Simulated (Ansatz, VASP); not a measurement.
**Zn in VASP and in Ansatz**

```xyz
1
Lattice="-1.6250 1.6250 1.6250 1.6250 -1.6250 1.6250 1.6250 1.6250 -1.6250" Properties=species:S:1:pos:R:3 pbc="T T T"
Zn    0.0000    0.0000    0.0000
```

Alike in both runs: task single point; functional revPBE; k mesh 16 × 16 × 16; occupations fermi-dirac, width 0.1 eV; no spin polarisation.

```csv
,VASP,Ansatz
version,VASP 6.6.1,Ansatz 0.2.0
potentials or method,"VASP PAW PBE potentials, release 64 (Zn)","plane waves (420 eV) with PAW, scalar-relativistic"
plane-wave cutoff (eV),520,420
valence electrons in the cell,12,12
```

|  | VASP | Ansatz | Ansatz less VASP |
| --- | --- | --- | --- |
| pressure (GPa) | -3.3 | -3.4 | -0.14 |

With one functional, cell and mesh, what is left measures potentials, basis and numerics.

Caveats: the PAW data sets were made with another functional, which shifts forces and pressure a little (VASP).
